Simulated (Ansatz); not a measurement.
# Does relaxation matter for the field gradients of In2O3 with an O vacancy?

Start: a supercell of In2O3 (corundum type, R-3c) built from a structure deposited in the COD, with all atoms left at the host's positions.

Space group C2 (No. 5); a = 11.5636, b = 10.9740, c = 7.9710 Å, β = 94.13°.

```csv
site,Wyckoff,site symmetry,x,y,z
In1,4c,1,0.3573,0.0000,0.3927
In2,4c,1,0.8573,0.0000,0.3927
In3,4c,1,0.6073,0.2500,0.8927
In4,4c,1,0.6073,0.7500,0.8927
In9,4c,1,0.6427,0.0000,0.1073
In10,4c,1,0.1427,0.0000,0.1073
In11,4c,1,0.3927,0.7500,0.6073
In12,4c,1,0.3927,0.2500,0.6073
O17,2a,2,0.5000,0.6010,0.0000
O18,4c,1,0.2500,0.8510,0.5000
O20,4c,1,0.6755,0.0745,0.3510
O21,4c,1,0.1755,0.0745,0.3510
O22,4c,1,0.4255,0.8245,0.8510
O23,4c,1,0.4255,0.3245,0.8510
O28,2b,2,0.5000,0.8990,0.5000
O29,2b,2,0.5000,0.3990,0.5000
O30,4c,1,0.7500,0.1490,0.0000
O32,4c,1,0.3245,0.9255,0.1490
O33,4c,1,0.8245,0.9255,0.1490
O34,4c,1,0.5745,0.1755,0.6490
O35,4c,1,0.5745,0.6755,0.6490
```

One atom of each set is listed; the run and its k-mesh use a cell of 39 atoms with edges of 7.97, 7.97, 7.97 Å.

Method: Kohn–Sham DFT in Ansatz, PBE, plane waves and PAW, scalar-relativistic, 420 eV cutoff, Γ-centred 3×3×3 k-points, Fermi–Dirac smearing 0.01 eV, cell charge +2.

The largest force at the start is 1.8 eV/Å. Relaxing the ions at fixed cell moves them by 0.178 Å at most (atom 14, In) and 0.083 Å rms.

| site | moved (Å) | first shell before | first shell after | V_zz before (10²¹ V/m²) | η before |
| --- | --- | --- | --- | --- | --- |
| In2 | 0.081 | 6 O at 2.12–2.26 Å | 6 O at 2.11–2.28 Å | 5.09 | 0.18 |
| In3 | 0.146 | 5 O at 2.12–2.26 Å | 5 O at 2.06–2.24 Å | 10.84 | 0.21 |
| In4 | 0.027 | 6 O at 2.12–2.26 Å | 6 O at 2.11–2.30 Å | 4.72 | 0.63 |
| In9 | 0.178 | 5 O at 2.12–2.26 Å | 5 O at 2.08–2.20 Å | 17.81 | 0.32 |
| In10 | 0.086 | 6 O at 2.12–2.26 Å | 6 O at 2.09–2.36 Å | 5.33 | 0.52 |
| In12 | 0.031 | 6 O at 2.12–2.26 Å | 6 O at 2.11–2.32 Å | 5.13 | 0.40 |
| O22 | 0.040 | 4 In at 2.12–2.26 Å | 4 In at 2.09–2.30 Å | 5.26 | 0.83 |
| O23 | 0.138 | 4 In at 2.12–2.26 Å | 4 In at 2.15–2.24 Å | -5.72 | 0.64 |
| O30 | 0.083 | 4 In at 2.12–2.26 Å | 4 In at 2.10–2.36 Å | 6.88 | 0.81 |
| O32 | 0.055 | 4 In at 2.12–2.26 Å | 4 In at 2.13–2.29 Å | -2.94 | 0.58 |

(1) How do the gradients change?

Results:

(1) 

```csv
site,V_zz after,η after,change of V_zz
In2,3.86,0.96,-1.23
In3,12.21,0.12,+1.37
In4,5.80,0.80,+1.08
In9,17.42,0.26,-0.39
In10,8.49,0.59,+3.16
In12,6.24,0.72,+1.11
O22,-4.59,0.88,–
O23,-4.86,0.36,+0.86
O30,-5.94,0.62,–
O32,-3.08,0.55,-0.14
```

The largest change of V_zz along a kept axis is on In10, from 5.33 to 8.49. In per cent, |V_zz| changes by -24 to +59 on In, -15 to +5 on O (all sites that start above 0.5, bar those whose gradient vanishes or changes sign or whose main axis turns by over 40°). Where |V_zz| stays above 0.1 and the axes keep their order, η moves most on In2, from 0.18 to 0.96. On O30, O22 the largest principal value lies along another axis in the second run, so the two V_zz can't be compared directly. The table leaves out 11 of the 21 sites, with |V_zz| up to 6.19; their tensors move by 2.35 at most along any direction. The statements above cover all sites. The host's own positions weren't relaxed first, so part of the change far from the defect can be the host's relaxation.

The defect repeats with the cell of 39 atoms, so it feels its images: sites between two images don't show the values beside a lone defect, and zeros or small values of η there can come from the images' arrangement. In and O carry a gradient in the pure host already, so the values there aren't the defect's effect alone. A uniform background compensates the cell's charge. Without spin–orbit coupling (the program notes it for In) the gradients can shift somewhat, as the gap is small.
Before: The cell keeps the host's lattice, where the PBE pressure is 9 GPa (in a charged cell this depends on the convention for the mean potential). The neighbours have not yet relaxed around the defect (largest force 1.8 eV/Å), so a real crystal will differ.
After: The cell keeps the host's lattice, where the PBE pressure is 10 GPa (in a charged cell this depends on the convention for the mean potential).
